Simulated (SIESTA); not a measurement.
Set up this calculation in SIESTA 5.4.2, as the native input.

- Task: single point
- Functional: PBE
- Potentials or basis: PseudoDojo 0.4 standard (PBE files)
- Basis: DZDP (energy shift 0.003 Ry; two zetas on semicore shells)
- Grid cutoff: 800 Ry
- Energy shift: 0.003 Ry
- k mesh: 9 × 9 × 1
- Occupations: fermi-dirac, width 0.05 eV
- Spin: no spin polarisation
- dipole correction: yes

Slab: Hg, a slab with vacuum.

```
Hg
1.0
     3.32056    0.00000    0.00000
    -1.47214    3.07613    0.00000
     0.00000    0.00000   23.12061
Hg
4
Direct
  0.48999 0.45424 0.32439
  0.06819 0.86510 0.44214
  0.40177 0.49761 0.55786
  0.97998 0.90848 0.67561
```

The slab is cut from a database's or a generator's crystal, which needn't be the stable form of the element.

One way to write it, as run:

Hg.fdf

```
SystemName                      Hg
SystemLabel                     Hg
NumberOfSpecies                 1
NumberOfAtoms                   4
%block ChemicalSpeciesLabel
  1  80 Hg
%endblock ChemicalSpeciesLabel

LatticeConstant                 1.0 Ang
%block LatticeVectors
     3.3205578694     0.0000000000     0.0000000000
    -1.4721436807     3.0761348998     0.0000000000
     0.0000000000     0.0000000000    23.1206091033
%endblock LatticeVectors
AtomicCoordinatesFormat         Ang
%block AtomicCoordinatesAndAtomicSpecies
     0.9583293978     1.3972993748     7.5000000000  1
    -1.0471264778     2.6611748212    10.2224976238  1
     0.6015568018     1.5307233032    12.8981114795  1
     1.9166587956     2.7945987496    15.6206091033  1
%endblock AtomicCoordinatesAndAtomicSpecies

%block kgrid.MonkhorstPack
    9   0   0  0.0
    0   9   0  0.0
    0   0   1  0.0
%endblock kgrid.MonkhorstPack
XC.Functional                   GGA
XC.Authors                      PBE
PAO.BasisSize                   DZDP
PAO.EnergyShift                 0.003 Ry
Mesh.Cutoff                     800 Ry
OccupationFunction              FD
ElectronicTemperature           0.05 eV
Slab.DipoleCorrection           vacuum
MaxSCFIterations                120
SCF.MustConverge                false
SCF.Mixer.Method                Pulay
SCF.Mixer.Weight                0.25
SCF.Mixer.History               8
SCF.DM.Tolerance                5.0e-05
SCF.H.Tolerance                 1.0e-03 eV
WriteForces                     true
Charge.Mulliken                 end
%block PAO.PolarizationScheme
  Hg non-perturbative
%endblock PAO.PolarizationScheme
%block PAO.Basis
  Hg 5
  n=5 0 2
    2.588 0.000
  n=6 0 2
    5.715 0.000
  n=5 1 2
    3.064 0.000
  n=6 1 2
    5.715 0.000
  n=5 2 2
    4.977 0.000
%endblock PAO.Basis
```

Potentials or basis: PseudoDojo 0.4 standard (PBE files), DZDP (energy shift 0.003 Ry; two zetas on semicore shells).

The run is started by

```console
$ siesta Hg.fdf > Hg.out 2>&1
```

It gave:

| Item | Value |
| --- | --- |
| Largest force | 0.135 eV/Å |
| Band gap on the k mesh | 0.10 eV, indirect (least direct gap 0.38 eV) |

Caveat: the valence orbitals were made in a potential fitted to the semicore shell under them, which widens gaps by tenths of an eV or more; spin-orbit coupling is left out, which moves the levels of the heavy elements; the basis of atomic orbitals isn't converged, which shifts pressures, moduli and gaps.

It took 34 s on 1 thread of Arm Neoverse V1, on a shared host, peak memory 0.34 GiB.
